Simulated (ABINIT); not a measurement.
Input of an ABINIT 10.8.3 (patched build) run:

File run.abi:

```
ndtset 7
getwfk -1
scalecart1 3*0.9795861087
scalecart2 3*0.9864848297
scalecart3 3*0.9932883884
scalecart4 3*1.0000000000
scalecart5 3*1.0066227096
scalecart6 3*1.0131594038
scalecart7 3*1.0196128224

pp_dirpath "./"
pseudos "Cu.GGA_PBE-JTH.xml"

acell 2.556191014 2.556191014 2.556191014 Angstrom
rprim
     0.0000000000     0.7071067812     0.7071067812
     0.7071067812     0.0000000000     0.7071067812
     0.7071067812     0.7071067812     0.0000000000
ntypat 1
znucl 29
natom 1
typat 1
xred
     0.0000000000     0.0000000000     0.0000000000

ecut 20.0
pawecutdg 40.0

kptopt 1
ngkpt 13 13 13
nshiftk 1
shiftk 0.0 0.0 0.0

ixc -109134

nband 14
occopt 3
tsmear 0.00183747

nstep 100
tolvrs 1.0e-9

iomode 3
prtwf 1
prtden 0
prteig 0
prtebands 0
```

Potentials or basis: JTH PAW PBE v2.0.

Run with:

```console
$ abinit run.abi > log 2>&1
```

Q: Predict the equilibrium volume.

A: 11.95 Å³/atom.

Q: Estimate the pressure derivative of the bulk modulus.

A: 5.1 (rough: it moves with the points fitted).

Energy against volume, from the lowest point:
```csv
volume (Å³/atom),energy (meV/atom)
11.102,30.71
11.338,15.63
11.574,5.17
11.810,0.44
12.047,0.00
12.283,3.84
12.519,10.42
```

Caveat: the cutoff is too short for stress, so the log's stress isn't used; pressures at fixed basis lie under the slope of the energies; the PAW data sets were made with another functional, which shifts forces and pressure a little. Zero-point motion and thermal expansion aren't in these numbers.
